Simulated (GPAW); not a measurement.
# ZnO (zincite) (P6_3mc) in GPAW: a series of runs

The runs below take ZnO (zincite) through band structure, with rSCAN, PBE, LDA.

All numbers are computed with GPAW 26.7.0; they aren't measurements. Logs are shortened: lines on timing, memory, paths and dates and some standing lists are left out, and cuts for length are marked. The log counts tension as positive stress, the text compression.

**The experiment to reproduce.**

“Electronic structure of alkaline earth and post-transition metal oxides”, 2009, arxiv:0908.1581 quotes, for a bulk crystal of ZnO: band gap 3.37 eV.

How close the calculation comes is told below.

## (1) The structure

It takes space group P6_3mc (No. 186, hexagonal). Conventional cell: a = 3.249 Å, b = 3.249 Å, c = 5.206 Å, α = 90.00°, β = 90.00°, γ = 120.00°. Zn (site symmetry 3m) is surrounded by 4 O at 1.97 to 1.98 Å. O (site symmetry 3m) has 4 Zn at 1.97 to 1.98 Å as nearest neighbours.

## (2) Band structure, rSCAN

Input file run.py:

```python
from ase.dft.bandgap import bandgap
from ase.io import read, write
from ase.units import GPa
from gpaw import GPAW, PW

atoms = read('POSCAR')

calc = GPAW(mode=PW(800),
            xc='MGGA_X_RSCAN+MGGA_C_RSCAN',
            kpts={'size': (6, 6, 3), 'gamma': True},
            occupations={'name': 'fermi-dirac', 'width': 0.05},
            nbands=31,
            convergence={'density': 1e-05, 'energy': 1e-05},
            maxiter=150,
            txt='gpaw.txt')
atoms.calc = calc
energy = atoms.get_potential_energy()
forces = atoms.get_forces()
stress = atoms.get_stress()
calc.write('gs.gpw')
write('result.traj', atoms)
print(f'Energy: {energy:.6f} eV')
print('Forces (eV/A):')
print(forces.round(4))
print('Stress (GPa):', (stress / GPa).round(3))
print('Fermi level:', round(calc.get_fermi_level(), 4), 'eV')
print(f'Gap: {bandgap(calc)[0]:.4f} eV, direct: {bandgap(calc, direct=True)[0]:.4f} eV')

path = atoms.cell.bandpath('GMKGALHA,LM,KH', npoints=100, eps=1e-4)
bs_calc = calc.fixed_density(kpts=path, symmetry='off', nbands=45,
                             convergence={'bands': 'CBM+6.0', 'eigenstates': 1e-6}, txt='bands.txt')
bs = bs_calc.band_structure()
bs.write('bs.json')
print(f'Gap on the path: {bandgap(bs_calc)[0]:.4f} eV')
```

Input file POSCAR:

```
ZnO
1.0
    3.2493080000      0.0000000000      0.0000000000
   -1.6246540000      2.8139832727      0.0000000000
    0.0000000000      0.0000000000      5.2057090000
Zn O
2 2
Direct
    0.6666666667      0.3333333333      0.0000000000
    0.3333333333      0.6666666667      0.5000000000
    0.3333333333      0.6666666667      0.8790100000
    0.6666666667      0.3333333333      0.3790100000
```

Potentials or basis: GPAW PAW data sets (gpaw-data 1.2.1), pw.

On the command line:

```sh
$ OMP_NUM_THREADS=1 python run.py
```

gpaw.txt:

```text
__  _  _
 | _ |_)|_||  |
 |__||  | ||/\| - 26.7.0

Input parameters:
  mode=PW(ecut=800.0),
  convergence={'density': 1e-05, 'energy': 1e-05},
  kpts=MonkhorstPack(size=(6, 6, 3), gamma=True),
  maxiter=150,
  nbands=31,
  occupations=Occupations(name='fermi-dirac', width=0.05),
  xc=XC(name='MGGA_X_RSCAN+MGGA_C_RSCAN')

Diagonalizing LCAO Hamiltonian
Converting LCAO to pw mode

        O

        Zn

           O

           Zn

Atoms  # Å, Bohr magnetons
|   | symbol |         x |        y |        z |    initial magnetic moments |
|---|--------|-----------|----------|----------|-----------------------------|
| 0 |     Zn |  1.624654 | 0.937994 | 0.000000 | ( 0.0000,  0.0000,  0.0000) |
| 1 |     Zn | -0.000000 | 1.875989 | 2.602854 | ( 0.0000,  0.0000,  0.0000) |
| 2 |      O | -0.000000 | 1.875989 | 4.575870 | ( 0.0000,  0.0000,  0.0000) |
| 3 |      O |  1.624654 | 0.937994 | 1.973016 | ( 0.0000,  0.0000,  0.0000) |

Unit cell  # Å
| periodic |         x |        y |        z |  lengths |     angles |
|----------|-----------|----------|----------|----------|------------|
|      yes |  3.249308 | 0.000000 | 0.000000 | 3.249308 |  90.000000 |
|      yes | -1.624654 | 2.813983 | 0.000000 | 3.249308 |  90.000000 |
|      yes |  0.000000 | 0.000000 | 5.205709 | 5.205709 | 120.000000 |

Number of symmetries: 6
Symmetry operations  # r_c * U_cc + t_c -> r_c
|   | kind |            matrix            |
|---|------|------------------------------|
| 0 |  σ   |  1, 1, 0,  0,-1, 0,  0, 0, 1 |
| 1 |  E   |  1, 0, 0,  0, 1, 0,  0, 0, 1 |
| 2 |  C3  |  0, 1, 0, -1,-1, 0,  0, 0, 1 |
| 3 |  σ   |  0,-1, 0, -1, 0, 0,  0, 0, 1 |
| 4 |  σ   | -1, 0, 0,  1, 1, 0,  0, 0, 1 |
| 5 |  C3  | -1,-1, 0,  1, 0, 0,  0, 0, 1 |

BZ-sampling:
  Number of BZ points: 108
  Number of IBZ points: 17

  Monkhorst-Pack size: [6, 6, 3]
  Monkhorst-Pack shift: [0.08333333333333333, 0.08333333333333333, 0.0]

K-points  # in reciprocal-cell coordinates
|     |                                coordinates |     weight |
|-----|--------------------------------------------|------------|
|   0 | (  0.00000000,   0.00000000,   0.00000000) | 0.00925926 |
|   1 | (  0.00000000,   0.00000000,   0.33333333) | 0.01851852 |
|   2 | (  0.16666667,   0.00000000,  -0.33333333) | 0.05555556 |
|   3 | (  0.16666667,   0.00000000,   0.00000000) | 0.05555556 |
|   4 | (  0.16666667,   0.00000000,   0.33333333) | 0.05555556 |
|   5 | (  0.33333333,  -0.16666667,   0.00000000) | 0.05555556 |
|   6 | (  0.33333333,  -0.16666667,   0.33333333) | 0.11111111 |
|   7 | (  0.33333333,   0.00000000,  -0.33333333) | 0.05555556 |
|   8 | (  0.33333333,   0.00000000,   0.00000000) | 0.05555556 |
|   9 | (  0.33333333,   0.00000000,   0.33333333) | 0.05555556 |
| ... |                                            |            |
|  16 | (  0.50000000,   0.50000000,   0.33333333) | 0.05555556 |

Plane wave coefficients: 2461
Cutoff: 800.0 eV

Spin-components: 1 (collinear spins)
Bands:           31
Projectors:      22
Spin-degeneracy: 2
Datatype:        complex128

Parallelization:
  kpt:    1
  domain: 1
  band:   1

Density:
  Valence electrons: 36.0
  Components: 1
  Grid points: [24 24 35]
  Charge: 0.0  # |e|

Potential:
  Grid points: [24 24 35]

species:
  Zn:
    name:    Zinc
    Z:       30.0
    valence: 12
    core:    18
    charge:  0.0  # [|e|]
    compensation charges:
      type: gauss
      rc: 0.37  # [Å]
      lmax: 2
    cutoffs:
      filter: 2.14  # [Å]
      core: 2.28  # [Å]
    projectors
    | kind |    occ | energy [eV] | rcut [Å] |
    |------|--------|-------------|----------|
    |   4s |  2.000 |      -5.977 |    1.286 |
    |   4p |  0.000 |      -1.117 |    1.270 |
    |   3d | 10.000 |     -10.142 |    1.180 |
    |    s |        |      21.234 |    1.286 |
    |    p |        |      26.095 |    1.270 |
    |    d |        |      17.070 |    1.180 |

    Using partial waves for Zn as LCAO basis

  O:
    name:    Oxygen
    Z:       8.0
    valence: 6
    core:    2
    charge:  0.0  # [|e|]
    compensation charges:
      type: gauss
      rc: 0.21  # [Å]
      lmax: 2
    cutoffs:
      filter: 1.17  # [Å]
      core: 0.83  # [Å]
    projectors
    | kind |    occ | energy [eV] | rcut [Å] |
    |------|--------|-------------|----------|
    |   2s |  2.000 |     -23.961 |    0.688 |
    |   2p |  4.000 |      -9.029 |    0.598 |
    |    s |        |       3.251 |    0.688 |
    |    p |        |      18.182 |    0.598 |
    |    d |        |       0.000 |    0.619 |

    Using partial waves for O as LCAO basis

Reference energy: -101804.357908  # eV

eigensolver:
  PPCG
  Converge bands: occupied
  niter=2

density mixing:
  MSR1-Mixer
  Pratt-step length: 0.05
  Maximum mixing coefficient: 0.75
  Old densities: 10
  SVD Regularization: 0.005
  Good broyden scale: 1.0
  Trust region scale: 1.0
  Backstep threshold: 4.0
  History deletion threshold: 6.0
  Fourier metric: weight=20.0, sigma=0.015

occupation numbers:
  Fermi-Dirac:
    width: 0.0500  # eV

poisson solver:
  ecut: 6400.0  # eV

xc functional:
  name: MGGA_X_RSCAN+MGGA_C_RSCAN with 2 nearest neighbor stencil

convergence criteria:
- Maximum integral of absolute [dens]ity change: 1e-05 electrons / valence electron
- Maximum [total energy] change in last 3 cyles: 1e-05 eV / valence electron
- Maximum integral of absolute [eigenst]ate change: 4e-08 eV^2 / valence electron
maximum number of iterations: 150

SCF iterations
|iter     | |      energy | eigst |  dens |
|---------|-|-------------|-------|-------|
|iter:   1| |  -67.573245 | +0.47 |       |
|iter:   2| |  -53.577000 | -0.69 | -0.97 |
|iter:   3| |  -51.924247 | -1.39 | -1.01 |
|iter:   4| |  -51.840476 | -1.79 | -1.49 |
|iter:   5| |  -51.837377 | -2.03 | -1.71 |
|iter:   6| |  -51.844385 | -2.91 | -2.11 |
|iter:   7| |  -51.844275 | -4.40 | -2.89 |
|iter:   8| |  -51.844303c| -5.77 | -3.55 |
|iter:   9| |  -51.844303c| -6.99 | -4.34 |
|iter:  10| |  -51.844303c| -7.94c| -4.84 |
|iter:  11| |  -51.844303c| -8.05c| -5.20c|

Converged in 11 steps
Energy contributions relative to reference atoms: (reference = -101804.357908)

Energy contributions:
  Kinetic:          71.497347
  Coulomb:         -62.691488
  Zero:              0.260883
  External:          0.000000
  Xc:              -60.911045
  Entropy:          -0.000000
  Spinorbit:         0.000000
  ----------------------------
  Free energy:     -51.844303
  Extrapolated:    -51.844303

dipole moment: (-0.000001, 0.000001, -8.186866)  # |e|*Ang

Fermi level: 4.158
Eigenvalues  # (at kpt = [0.000, 0.000, 0.000])
| band index |      eig [eV] | occ [0-2] |
|------------|---------------|-----------|
|          0 |       -15.506 |     2.000 |
|        ... |               |           |
|         10 |        -0.820 |     2.000 |
|         11 |        -0.820 |     2.000 |
|         12 |        -0.570 |     2.000 |
|         13 |         2.685 |     2.000 |
|         14 |         2.685 |     2.000 |
|         15 |         3.437 |     2.000 |
[... 8 lines left out ...]
|         24 |        18.543 |     0.000 |
|         25 |        18.543 |     0.000 |
|        ... |               |           |
|         30 |        24.102 |     0.000 |

Gap: 1.247 eV
Transition (v -> c):
  (s=0, k=0, n=17, [0.00, 0.00, 0.00]) -> (s=0, k=0, n=18, [0.00, 0.00, 0.00])
No difference between direct/indirect transitions

Forces  # eV/Ang
|        x |       y |        z |
|----------|---------|----------|
| -0.00000 | 0.00000 | -0.06947 |  # Zn   0
|  0.00000 | 0.00000 | -0.06953 |  # Zn   1
| -0.00000 | 0.00000 |  0.07241 |  # O    2
|  0.00000 | 0.00000 |  0.06866 |  # O    3

Stress tensor  # eV/Ang^3
|         x |        y |         z |
|-----------|----------|-----------|
|  0.014750 | 0.000000 | -0.000000 |
| -0.000000 | 0.014750 |  0.000000 |
| -0.000000 | 0.000000 |  0.004415 |

# Writing to gs.gpw (mode='')
```

Wall time 3.7 min (1 thread of Intel Xeon 6975P-C (Granite Rapids), shared host); peak memory 0.55 GiB.

Results:

| Quantity | Value |
| --- | --- |
| Free energy | -51.8443 eV |
| Pressure | -1.8 GPa |
| Largest force | 0.072 eV/Å |
| Band gap on the k mesh | 1.25 eV, direct |
| Band gap along the path | 1.25 eV, direct |

Forces in eV/Å, atoms in the order of the input:
```
Zn   0.000  0.000 -0.069
Zn   0.000  0.000 -0.070
O    0.000  0.000  0.072
O    0.000  0.000  0.069
```

Levels at the corners of the path, in eV from the valence-band top:
| point | band 15 | band 16 | band 17 | band 18 | band 19 | band 20 |
| --- | --- | --- | --- | --- | --- | --- |
| Γ | -0.83 | -0.07 | 0.00 | 0.00 | 1.25 | 5.84 |
| M | -2.84 | -2.32 | -1.29 | -0.84 | 6.40 | 7.34 |
| K | -3.54 | -1.93 | -1.93 | -1.72 | 8.13 | 8.40 |
| Γ | -0.83 | -0.07 | 0.00 | 0.00 | 1.25 | 5.84 |
| A | -0.41 | -0.41 | -0.41 | -0.41 | 3.93 | 3.93 |
| L | -1.53 | -1.53 | -1.38 | -1.38 | 6.25 | 6.25 |
| H | -2.70 | -2.70 | -1.26 | -1.26 | 8.49 | 8.49 |
| A | -0.41 | -0.41 | -0.41 | -0.41 | 3.93 | 3.93 |
| L | -1.53 | -1.53 | -1.38 | -1.38 | 6.25 | 6.25 |
| M | -2.84 | -2.32 | -1.29 | -0.84 | 6.40 | 7.34 |
| K | -3.54 | -1.93 | -1.93 | -1.72 | 8.13 | 8.40 |
| H | -2.70 | -2.70 | -1.26 | -1.26 | 8.49 | 8.49 |

Caveat: the k mesh is coarse; the PAW data sets were made with another functional, which shifts forces and pressure a little.

(Part 1 of 2 ends here.)
